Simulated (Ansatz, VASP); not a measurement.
## SnO2: VASP beside Ansatz

```xyz
3
Lattice="0.0000 2.4575 2.4575 2.4575 0.0000 2.4575 2.4575 2.4575 0.0000" Properties=species:S:1:pos:R:3 pbc="T T T"
Sn    0.0000    0.0000    0.0000
O     1.2287    1.2287    1.2287
O     3.6862    3.6862    3.6862
```

Change from the starting cell: hydrostatic strain -3.0%.

Alike in both runs: task single point; functional r2SCAN; k mesh 8 × 8 × 8; no spin polarisation.

|  | VASP | Ansatz |
| --- | --- | --- |
| version | VASP 6.6.1 | Ansatz 0.2.0 |
| potentials or method | VASP PAW PBE potentials, release 64 (Sn_d, O) | plane waves, PAW |
| plane-wave cutoff (eV) | 520 | 500 |
| occupations | gaussian, width 0.01 eV | fixed |
| valence electrons in the cell | 26 | 26 |

Ansatz gave:

| Property | Result |
| --- | --- |
| gap on the k mesh at the Fermi level (eV) | 1.84 |
| pressure (GPa) | 25.8 |

Problem. Estimate VASP's values.

Solution. gap on the k mesh at the Fermi level (eV): 1.87; pressure (GPa): 27.8.

Caveats: so large a pressure means that the cell lies far from this level's equilibrium, or that cutoff or potentials fall short (VASP); the potentials were made for another functional, which shifts forces and pressure (VASP); spin-orbit coupling is left out, which moves the levels of the heavy elements. A k mesh can miss the band edges.
